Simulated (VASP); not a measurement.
# Al in VASP: notebook

Runs on Al. Level: PBE. Tasks: single point, relaxation of the atoms.

Program: VASP 6.6.1. These are calculated values, not measurements. Logs are shortened: lines on timing, memory, paths and dates and some standing lists are left out, and cuts for length are marked.

## 1. The slab as given

The cell holds a slab with vacuum, 4 atoms: a = 2.920 Å, b = 2.920 Å, c = 28.583 Å, α = 90.00°, β = 90.00°, γ = 120.00°.

The cell was built by a generator and needn't be a form met in nature.

## 2. Single point, PBE

INCAR reads:

```
SYSTEM = Al
PREC     = Accurate       ! precision mode
ENCUT    = 520            ! plane-wave cutoff, eV
EDIFF    = 1E-6           ! SCF threshold, eV
ISMEAR   = 1              ! smearing method
SIGMA    = 0.1            ! smearing width, eV
LREAL    = .False.        ! projectors in reciprocal space
LASPH    = .True.         ! aspherical terms in the spheres
NELM     = 100            ! most SCF steps
ALGO     = Fast           ! electronic algorithm
ISIF     = 2              ! what is computed and relaxed
LWAVE    = .False.        ! write WAVECAR
LCHARG   = .False.        ! write CHGCAR
LDIPOL   = .True.       
IDIPOL   = 3            
DIPOL    = 0.5 0.5 0.656
GGA      = PE             ! functional
NBANDS   = 14             ! bands
```

KPOINTS reads:

```
Automatic mesh
0
Gamma
  15 15 1
  0 0 0
```

POSCAR reads:

```
Al
1.0
    1.4602435473      2.5292160153      0.0000000000
   -2.9204870946      0.0000000000      0.0000000000
    0.0000000000      0.0000000000     28.5828597884
Al
4
Direct
    0.3333333333      0.6666666667      0.5360210965
    0.0000000000      1.0000000000      0.6162270934
    0.6666666667      0.3333333333      0.6952488746
    0.3333333333      0.6666666667      0.7754438212
```

Potentials or basis: VASP PAW PBE potentials, release 64 (Al).

Started as:

```bash
> cat potpaw_PBE.64/Al/POTCAR > POTCAR
> mpirun -np 1 vasp_std > vasp.out
```

OUTCAR:

```text
SYSTEM = Al
   PREC = Accurate
   ENCUT = 520
   EDIFF = 1E-6
   ISMEAR = 1
   LREAL = .False.
   LASPH = .True.
   NELM = 100
   ISIF = 2
   GGA = PE

 ion  position               nearest neighbor table
   1  0.333  0.667  0.536-   2 2.85   2 2.85   2 2.85
   2  0.000  0.000  0.616-   3 2.82   3 2.82   3 2.82   1 2.85   1 2.85   1 2.85
   3  0.667  0.333  0.695-   2 2.82   2 2.82   2 2.82   4 2.85   4 2.85   4 2.85
   4  0.333  0.667  0.775-   3 2.85   3 2.85   3 2.85

  LATTYP: Found a hexagonal cell.
 ALAT       =     2.9204870946
 C/A-ratio  =     9.7870180086

  Lattice vectors:

 A1 = (   1.4602435473,   2.5292160153,   0.0000000000)
 A2 = (  -2.9204870946,   0.0000000000,   0.0000000000)
 A3 = (   0.0000000000,   0.0000000000,  28.5828597884)

Analysis of symmetry for initial positions (statically):
=====================================================================
 Subroutine PRICEL returns:
 Original cell was already a primitive cell.

 Routine SETGRP: Setting up the symmetry group for a
 hexagonal supercell.

 Subroutine GETGRP returns: Found  6 space group operations
 (whereof  6 operations were pure point group operations)
 out of a pool of 24 trial point group operations.

The static configuration has the point symmetry C_3v.

Analysis of symmetry for dynamics (positions and initial velocities):
=====================================================================
 Subroutine PRICEL returns:
 Original cell was already a primitive cell.

 Routine SETGRP: Setting up the symmetry group for a
 hexagonal supercell.

 Subroutine GETGRP returns: Found  6 space group operations
 (whereof  6 operations were pure point group operations)
 out of a pool of 24 trial point group operations.

The dynamic configuration has the point symmetry C_3v.

 Subroutine INISYM returns: Found  6 space group operations
 (whereof  6 operations are pure point group operations),
 and found     1 'primitive' translations

----------------------------------------------------------------------------------------

                                     Primitive cell

  volume of cell :     211.1285

  direct lattice vectors                    reciprocal lattice vectors
     1.460243547  2.529216015  0.000000000     0.000000000  0.395379435  0.000000000
    -2.920487095  0.000000000  0.000000000    -0.342408635  0.197689718  0.000000000
     0.000000000  0.000000000 28.582859788     0.000000000  0.000000000  0.034986002

  length of vectors
     2.920487095  2.920487095 28.582859788     0.395379435  0.395379435  0.034986002

  position of ions in fractional coordinates (direct lattice)
     0.333333333  0.666666667  0.536021097
     0.000000000  0.000000000  0.616227093
     0.666666667  0.333333333  0.695248875
     0.333333333  0.666666667  0.775443821

  ion indices of the primitive-cell ions
   primitive index   ion index
                 1           1
                 2           2
                 3           3
                 4           4

----------------------------------------------------------------------------------------

 KPOINTS: Automatic mesh

Automatic generation of k-mesh.
 Grid dimensions read from file:
 generate k-points for:   15   15    1

 Generating k-lattice:

  Cartesian coordinates                     Fractional coordinates (reciprocal lattice)
     0.000000000  0.026358629  0.000000000     0.066666667  0.000000000  0.000000000
    -0.022827242  0.013179315  0.000000000     0.000000000  0.066666667  0.000000000
     0.000000000  0.000000000  0.034986002     0.000000000  0.000000000  1.000000000

  Length of vectors
     0.026358629  0.026358629  0.034986002

  Shift w.r.t. Gamma in fractional coordinates (k-lattice)
     0.000000000  0.000000000  0.000000000

 Subroutine IBZKPT returns following result:
 ===========================================

 Found     27 irreducible k-points:

 Following reciprocal coordinates:
            Coordinates               Weight
  0.000000  0.000000  0.000000      1.000000
  0.066667  0.000000  0.000000      6.000000
  0.133333  0.000000  0.000000      6.000000
  0.200000  0.000000  0.000000      6.000000
  0.266667  0.000000  0.000000      6.000000
  0.333333  0.000000  0.000000      6.000000
[... 16 lines left out ...]
  0.333333  0.200000  0.000000     12.000000
  0.400000  0.200000  0.000000      6.000000
 [... further k-points ...]
   k-points           NKPTS =     27   k-points in BZ     NKDIM =     27   number of bands    NBANDS=     14
   number of dos      NEDOS =    301   number of ions     NIONS =      4
   total plane-waves  NPLWV = 124416
   dimension x,y,z NGX =    24 NGY =   24 NGZ =  216
   dimension x,y,z NGXF=    48 NGYF=   48 NGZF=  432
   ions per type =               4
   NGX,Y,Z   is equivalent  to a cutoff of  13.66, 13.66, 12.56 a.u.
   NGXF,Y,Z  is equivalent  to a cutoff of  27.32, 27.32, 25.13 a.u.
 SYSTEM =  Al
   PREC   = accura    normal or accurate (medium, high low for compatibility)
   ISTART =      0    job   : 0-new  1-cont  2-samecut
   ICHARG =      2    charge: 1-file 2-atom 10-const
   ISPIN  =      1    spin polarized calculation?
   LNONCOLLINEAR =      F non collinear calculations
   LSORBIT =      F    spin-orbit coupling
   LASPH  =      T    aspherical Exc in radial PAW
   ENCUT  =  520.0 eV  38.22 Ry    6.18 a.u.   5.43  5.43 53.15*2*pi/ulx,y,z
   NELM   =    100;   NELMIN=  2; NELMDL= -5     # of ELM steps
   EDIFF  = 0.1E-05   stopping-criterion for ELM
[... 8 lines left out ...]
   TEBEG  =    0.0;   TEEND  =   0.0 temperature during run
   PSTRESS=    0.0 pullay stress
   NELECT =      12.0000    total number of electrons
   NUPDOWN=      -1.0000    fix difference up-down
   EMIN   =  10.00;   EMAX   =-10.00  energy-range for DOS
   EFERMI =   0.00;   METHOD = LEGACY
   ISMEAR =     1;   SIGMA  =   0.10  broadening in eV -4-tet -1-fermi 0-gaus
   EFERMI_NEDOS =   21; number of points for ismear=-14 and -15
   IALGO  =     68    algorithm
   IMIX   =      4    mixing-type and parameters
     AMIX     =   0.40;   BMIX     =  1.00
     AMIX_MAG =   1.60;   BMIX_MAG =  1.00
  volume/ion in A,a.u.               =      52.78       356.19
  Fermi-wavevector in a.u.,A,eV,Ry     =   0.629438  1.189465  5.390522  0.396192
  Thomas-Fermi vector in A             =   1.691727
   LORBIT       =      0    0 simple, 1 ext, 2 COOP (PROOUT), +10 PAW based schemes
   GGA     = PE    functional components
   LHFCALC =     F    Hartree Fock is set to
   AEXX    =    0.0000 exact exchange contribution
   IVDW    =     0    specifies the selected vdW correction
   LEPSILON=     F    determine dielectric tensor
   LRPA    =     F    only Hartree local field effects (RPA)
 non-spin polarized calculation
 RMM-DIIS sequential band-by-band and
 Methfessel and Paxton  Order N= 1 SIGMA  =   0.10
  energy-cutoff  :      520.00
  volume of cell :      211.13
 maximum number of plane-waves:      5787
 NGX is ok and might be reduce to    24
   NGX = 11   NGY = 11   NGZ =107

 dipolmoment           0.000000      0.000000     -0.003204 electrons x Angstroem

 number of electron      12.0000000 magnetization

 dipolmoment           0.000000      0.000000      0.000004 electrons x Angstroem

 Free energy of the ion-electron system (eV)
  ---------------------------------------------------
  ext. energy  EPLUGINS =         0.00000000
  ---------------------------------------------------
  free energy    TOTEN  =       -14.15676783 eV

  energy without entropy =      -14.15397371  energy(sigma->0) =      -14.15583646

 E-fermi :  -0.1673     XC(G=0):  -3.8938

 val. band max:       -0.1795155870   @ k =   0.0667   0.0000   0.0000
 cond. band min:      -0.1453518948   @ k =   0.2667   0.2000   0.0000
 fundamental gap:      0.0341636922
 Fermi energy:        -0.1673111960

 k-point     1 :       0.0000    0.0000    0.0000
  band No.  band energies     occupation
      1     -10.8253      2.00000
      2      -9.6922      2.00000
      3      -8.0164      2.00000
      4      -5.6664      2.00000
      5      -3.2744      2.00000
      6      -0.2753      2.06315
      7       2.2006      0.00000
      8       3.4385      0.00000
      9       3.7694      0.00000
     10       4.4315      0.00000
     11       4.5955      0.00000
     12       5.9679      0.00000
     13       6.0485      0.00000
     14       7.9559      0.00000

 k-point     2 :       0.0667    0.0000    0.0000
  band No.  band energies     occupation
      1     -10.7227      2.00000
      2      -9.5902      2.00000
      3      -7.9152      2.00000
      4      -5.5653      2.00000
      5      -3.1782      2.00000
      6      -0.1795      1.20487
      7       2.2966      0.00000
      8       3.5396      0.00000
      9       3.8726      0.00000
     10       4.5310      0.00000
     11       4.6966      0.00000
     12       6.0649      0.00000
     13       6.1408      0.00000
     14       7.9752      0.00000
[... 343 lines left out ...]
      1      -5.8820      2.00000
      2      -4.7825      2.00000
      3      -3.1880      2.00000
      4      -2.9532      2.00000
      5      -1.8680      2.00000
      6      -0.8154      2.00000
      7      -0.2112      1.66965
      8      -0.0106     -0.04915
      9       1.0942     -0.00000
     10       1.5492     -0.00000
     11       2.2229      0.00000
     12       2.8447      0.00000
     13       4.3175      0.00000
     14       4.5880      0.00000

 k-point    24 :       0.4000    0.2000    0.0000
  band No.  band energies     occupation
      1      -4.5156      2.00000
      2      -4.4890      2.00000
      3      -3.4489      2.00000
      4      -3.4137      2.00000
      5      -2.0113      2.00000
      6      -1.4834      2.00000
      7      -0.2581      2.02533
      8       0.2513     -0.00000
      9       0.8814     -0.00000
     10       1.2753     -0.00000
     11       2.5347      0.00000
     12       2.8074      0.00000
     13       3.0915      0.00000
     14       4.8535      0.00000

 [... further k-points ...]

------------------------ aborting loop because EDIFF is reached ----------------------------------------

 vacuum level on the upper side and lower side of the slab       (xc-potential included)        -0.202        -0.191

  FORCE on cell =-STRESS in cart. coord.  units (eV):
  Direction    XX          YY          ZZ          XY          YZ          ZX
  --------------------------------------------------------------------------------------
  -------------------------------------------------------------------------------------
  Total       -2.0348360     -2.0348360     -0.0178062      0.0000000      0.0000000      0.0000000
  in kB      -15.4416289    -15.4416289     -0.1351245      0.0000000      0.0000000      0.0000000
  external PRESSURE =     -10.3394608 kB  Pullay stress =       0.0000000 kB

 VOLUME and BASIS-vectors are now :
 -----------------------------------------------------------------------------
  energy-cutoff  :      520.00
  volume of cell :      211.13
      direct lattice vectors                 reciprocal lattice vectors
     1.460243547  2.529216015  0.000000000     0.000000000  0.395379435  0.000000000
    -2.920487095  0.000000000  0.000000000    -0.342408635  0.197689718  0.000000000
     0.000000000  0.000000000 28.582859788     0.000000000  0.000000000  0.034986002

 POSITION                                       TOTAL-FORCE (eV/Angst)
 -----------------------------------------------------------------------------------
     -1.46024      0.84307     15.32102         0.000000     -0.000000      0.002376
      0.00000      0.00000     17.61353         0.000000     -0.000000      0.000107
      0.00000      1.68614     19.87220         0.000000     -0.000000     -0.001044
     -1.46024      0.84307     22.16440        -0.000000      0.000000     -0.001439
 -----------------------------------------------------------------------------------
    total drift:                               -0.000000     -0.000000     -0.000019

  FREE ENERGIE OF THE ION-ELECTRON SYSTEM (eV)
  ---------------------------------------------------
  free  energy   TOTEN  =       -14.1567678349 eV

  energy  without entropy=      -14.1539737136  energy(sigma->0) =      -14.15583646

 vacuum level on the upper side and lower side of the slab         3.621         3.624
```

It took 1.7 min on 1 thread of Intel Xeon Platinum 8559C (Emerald Rapids), shared host; peak memory 0.34 GiB.

What came out:

| Quantity | Value |
| --- | --- |
| Free energy | -14.1568 eV |
| Band gap on the k mesh | none (metal or under the smearing width) |

Forces on the atoms (eV/Å):
```
Al   0.000  0.000  0.002
Al   0.000  0.000  0.000
Al   0.000  0.000 -0.001
Al   0.000  0.000 -0.001
```

[end of part 1 of 2]
